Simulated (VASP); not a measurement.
# Cu (Fm-3m) in VASP: elastic constants with r2SCAN

Aim: the elastic constants of Cu with r2SCAN.

Everything below comes from runs of VASP 6.6.1. Logs are shortened: lines on timing, memory, paths and dates and some standing lists are left out, and cuts for length are marked.

**1. Starting point**

It takes space group Fm-3m (No. 225, cubic). Conventional cell: a = 3.650 Å, b = 3.650 Å, c = 3.650 Å, α = 90.00°, β = 90.00°, γ = 90.00°. Around Cu (site symmetry m-3m) lie 12 Cu at 2.58 Å.

**2. Elastic constants, r2SCAN**

POSCAR reads:

```
Cu
1.0
    0.0000000000      1.8250000000      1.8250000000
    1.8250000000      0.0000000000      1.8250000000
    1.8250000000      1.8250000000      0.0000000000
Cu
1
Direct
    0.0000000000      0.0000000000      0.0000000000
```

INCAR.step1 reads:

```
ALGO = Normal ; EDIFF = 1E-8
EDIFFG = -0.002 ; ENCUT = 600
IBRION = 2 ; ISIF = 3
ISMEAR = 0 ; LASPH = T
LCHARG = F ; LMIXTAU = T
LREAL = F ; LWAVE = F
METAGGA = R2SCAN ; NELM = 100
NSW = 40 ; PREC = Accurate
SIGMA = 0.1
```

INCAR.step2 reads:

```
ALGO = Normal ; EDIFF = 1E-8
ENCUT = 600 ; IBRION = 6
ISIF = 3 ; ISMEAR = 0
LASPH = T ; LCHARG = F
LMIXTAU = T ; LREAL = F
LWAVE = F ; METAGGA = R2SCAN
NELM = 100 ; NFREE = 2
NSW = 1 ; POTIM = 0.015
PREC = Accurate ; SIGMA = 0.1
```

KPOINTS reads:

```
k-points
0
Gamma
  20 20 20
```

Potentials or basis: VASP PAW PBE potentials, release 64 (Cu).

Started as:

```bash
cat potpaw_PBE.64/Cu/POTCAR > POTCAR
cp INCAR.step1 INCAR
mpirun -np 1 vasp_std > vasp.out
cp CONTCAR POSCAR
cp INCAR.step2 INCAR
mpirun -np 1 vasp_std > vasp.out
```

OUTCAR:

```text
EDIFF = 1E-8
   ENCUT = 600
   IBRION = 6
   ISIF = 3
   ISMEAR = 0
   LASPH = T
   LREAL = F
   METAGGA = R2SCAN
   NELM = 100
   NFREE = 2
   NSW = 1
   POTIM = 0.015
   PREC = Accurate

 ion  position               nearest neighbor table
   1  0.000  0.000  0.000-

  LATTYP: Found a face centered cubic cell.
 ALAT       =     3.5809706646

  Lattice vectors:

 A1 = (   0.0000000000,   1.7904853323,   1.7904853323)
 A2 = (   1.7904853323,   0.0000000000,   1.7904853323)
 A3 = (   1.7904853323,   1.7904853323,   0.0000000000)

Analysis of symmetry for initial positions (statically):
=====================================================================
 Subroutine PRICEL returns:
 Original cell was already a primitive cell.

 Routine SETGRP: Setting up the symmetry group for a
 face centered cubic supercell.

 Subroutine GETGRP returns: Found 48 space group operations
 (whereof 48 operations were pure point group operations)
 out of a pool of 48 trial point group operations.

The static configuration has the point symmetry O_h .

Analysis of symmetry for dynamics (positions and initial velocities):
=====================================================================
 Subroutine PRICEL returns:
 Original cell was already a primitive cell.

 Routine SETGRP: Setting up the symmetry group for a
 face centered cubic supercell.

 Subroutine GETGRP returns: Found 48 space group operations
 (whereof 48 operations were pure point group operations)
 out of a pool of 48 trial point group operations.

The dynamic configuration has the point symmetry O_h .

 Subroutine INISYM returns: Found 48 space group operations
 (whereof 48 operations are pure point group operations),
 and found     1 'primitive' translations

----------------------------------------------------------------------------------------

                                     Primitive cell

[... 336 lines left out ...]
      2       4.5262      2.00000
      3       4.5263      2.00000
      4       4.5263      2.00000
      5       5.3792      2.00000
      6       5.3793      2.00000
      7      31.3691      0.00000
      8      34.6293      0.00000
      9      34.6293      0.00000
[... 265 lines left out ...]
 k-point    24 :      -0.3500    0.0500    0.0000
  band No.  band energies     occupation
      1       1.8785      2.00000
      2       4.5417      2.00000
      3       4.5839      2.00000
      4       4.7210      2.00000
      5       5.7240      2.00000
      6       6.0263      2.00000
      7      15.5463      0.00000
      8      28.7156      0.00000
      9      31.2033      0.00000

 [... further k-points ...]

------------------------ aborting loop because EDIFF is reached ----------------------------------------

  FORCE on cell =-STRESS in cart. coord.  units (eV):
  Direction    XX          YY          ZZ          XY          YZ          ZX
  --------------------------------------------------------------------------------------
  -------------------------------------------------------------------------------------
  Total        0.0044941      0.0044941      0.0044941      0.0000000     -0.0000000     -0.0000000
  in kB        0.6272089      0.6272089      0.6272089      0.0000000     -0.0000000     -0.0000000
  external PRESSURE =       0.6272089 kB  Pullay stress =       0.0000000 kB
[... 16 lines left out ...]
  FREE ENERGIE OF THE ION-ELECTRON SYSTEM (eV)
  ---------------------------------------------------
  free  energy   TOTEN  =       -10.8285304406 eV

  energy  without entropy=      -10.8273525091  energy(sigma->0) =      -10.82794147

 INTERNAL STRAIN TENSORS FROM STRAINED CELLS
 ============================================

 INTERNAL STRAIN TENSOR FOR ION    1 for displacements in x,y,z  (eV/Angst):
          X           Y           Z          XY          YZ          ZX
  --------------------------------------------------------------------------------
  x    -0.00000     0.00000    -0.00000    -0.00000     0.00000     0.00000
  y     0.00000     0.00000     0.00000     0.00000    -0.00000    -0.00000
  z    -0.00000    -0.00000    -0.00000     0.00000    -0.00000     0.00000

 INTERNAL STRAIN TENSORS FROM DISPLACED ATOMS
 ============================================

 INTERNAL STRAIN TENSOR FOR ION    1 for displacements in x,y,z  (eV/Angst):
          X           Y           Z          XY          YZ          ZX
  --------------------------------------------------------------------------------
  x     0.00000     0.00000     0.00000     0.00000     0.00000     0.00000
  y     0.00000     0.00000     0.00000     0.00000     0.00000     0.00000
  z     0.00000     0.00000     0.00000     0.00000     0.00000     0.00000

 Eigenvectors and eigenvalues of the dynamical matrix
 ----------------------------------------------------

   1 f  =    0.000000 THz     0.000000 2PiTHz    0.000000 cm-1     0.000000 meV
             X         Y         Z           dx          dy          dz
      0.000000  0.000000  0.000000     0.670913   -0.741536    0.000000

   2 f  =    0.000000 THz     0.000000 2PiTHz    0.000000 cm-1     0.000000 meV
             X         Y         Z           dx          dy          dz
      0.000000  0.000000  0.000000    -0.741536   -0.670913    0.000000

   3 f  =    0.000000 THz     0.000000 2PiTHz    0.000000 cm-1     0.000000 meV
             X         Y         Z           dx          dy          dz
      0.000000  0.000000  0.000000     0.000000    0.000000    1.000000

--------------------------------------------------------------------------------------------------------

 ELASTIC MODULI CONTR FROM IONIC RELAXATION (kBar)
 Direction    XX          YY          ZZ          XY          YZ          ZX
 --------------------------------------------------------------------------------
 XX           0.0000      0.0000      0.0000      0.0000      0.0000      0.0000
 YY           0.0000      0.0000      0.0000      0.0000      0.0000      0.0000
 ZZ           0.0000      0.0000      0.0000      0.0000      0.0000      0.0000
 XY           0.0000      0.0000      0.0000      0.0000      0.0000      0.0000
 YZ           0.0000      0.0000      0.0000      0.0000      0.0000      0.0000
 ZX           0.0000      0.0000      0.0000      0.0000      0.0000      0.0000
 --------------------------------------------------------------------------------

 TOTAL ELASTIC MODULI (kBar)
 Direction    XX          YY          ZZ          XY          YZ          ZX
 --------------------------------------------------------------------------------
 XX        2011.6927   1377.0236   1377.0236     -0.0000      0.0000      0.0000
 YY        1377.0236   2011.6927   1377.0236     -0.0000      0.0000     -0.0000
 ZZ        1377.0236   1377.0236   2011.6927      0.0000     -0.0000     -0.0000
 XY          -0.0000     -0.0000      0.0000    955.6602      0.0000      0.0000
 YZ           0.0000      0.0000     -0.0000      0.0000    955.6602      0.0000
 ZX           0.0000     -0.0000     -0.0000      0.0000      0.0000    955.6602
 --------------------------------------------------------------------------------
```

OUTCAR.step1:

```text
EDIFF = 1E-8
   EDIFFG = -0.002
   ENCUT = 600
   IBRION = 2
   ISIF = 3
   ISMEAR = 0
   LASPH = T
   LREAL = F
   METAGGA = R2SCAN
   NELM = 100
[... 713 lines left out ...]
  -------------------------------------------------------------------------------------
  Total        0.0004359      0.0004359      0.0004359      0.0000000      0.0000000     -0.0000000
  in kB        0.0608360      0.0608360      0.0608360      0.0000000      0.0000000     -0.0000000
  external PRESSURE =       0.0608360 kB  Pullay stress =       0.0000000 kB
[... 16 lines left out ...]
  FREE ENERGIE OF THE ION-ELECTRON SYSTEM (eV)
  ---------------------------------------------------
  free  energy   TOTEN  =       -10.8289236994 eV

  energy  without entropy=      -10.8277457704  energy(sigma->0) =      -10.82833473

 reached required accuracy - stopping structural energy minimisation
```

OSZICAR.step1:

```text
N       E                     dE             d eps       ncg     rms          rms(c)
DAV:   1     0.310735779306E+02    0.31074E+02   -0.62988E+03  4728   0.231E+03
DAV:   2    -0.128434153379E+02   -0.43917E+02   -0.41692E+02  4617   0.210E+02
DAV:   3    -0.133781135641E+02   -0.53470E+00   -0.53299E+00  5462   0.340E+01
[... 81 lines left out ...]
DAV:   4    -0.108289234550E+02   -0.72349E-06   -0.23592E-06  5641   0.240E-02    0.146E-03
DAV:   5    -0.108289237877E+02   -0.33268E-06   -0.46520E-07  4918   0.131E-02    0.742E-05
DAV:   6    -0.108289237327E+02    0.54938E-07   -0.69647E-09  2655   0.163E-03    0.127E-04
DAV:   7    -0.108289237005E+02    0.32244E-07   -0.17852E-09  2320   0.952E-04    0.949E-06
DAV:   8    -0.108289236994E+02    0.11007E-08   -0.34786E-10  2313   0.353E-04
   7 F= -.10828924E+02 E0= -.10828335E+02  d E =-.401722E-05
```

Wall time 74 min (1 thread of Intel Xeon Platinum 8488C (Sapphire Rapids), shared host); peak memory 0.63 GiB.

Results:

```yaml
Relaxed_volume: 11.48 Å³/atom
Relaxed_cell: a = 2.532 Å, b = 2.532 Å, c = 2.532 Å, α = 60.00°, β = 60.00°, γ = 60.00°
Space_group_after_relaxing_to_0.05_Å: Fm-3m (No. 225)
Elastic_constants_C11_C12_C44: 201, 138, 96 GPa
Voigt_bulk_modulus: 159 GPa
```

Step by step:
```tsv
step	energy change (eV)	largest force (eV/Å)	pressure (GPa)	volume (Å³)
1	0.0000	0.0000	-7.86	12.16
2	-0.0118	0.0000	5.23	11.14
3	-0.0174	0.0000	-0.09	11.49
4	-0.0174	0.0000	0.08	11.47
5	-0.0174	0.0000	-0.04	11.48
6	-0.0174	0.0000	-0.03	11.48
7	-0.0174	0.0000	0.01	11.48
```

Final structure:
```
Cu
1.0
     0.00000    1.79049    1.79049
     1.79049    0.00000    1.79049
     1.79049    1.79049    0.00000
Cu
1
Direct
  0.00000 0.00000 0.00000
```

Elastic tensor in Voigt notation (GPa, in the Cartesian axes of the cell as first typed):
```
201 138 138   0   0   0
138 201 138   0   0   0
138 138 201   0   0   0
  0   0   0  96   0   0
  0   0   0   0  96   0
  0   0   0   0   0  96
```

Clamped-ion elastic tensor (GPa):
```
201 138 138   0   0   0
138 201 138   0   0   0
138 138 201   0   0   0
  0   0   0  96   0   0
  0   0   0   0  96   0
  0   0   0   0   0  96
```

Caveat: the PAW data sets were made with another functional, which shifts forces and pressure a little.
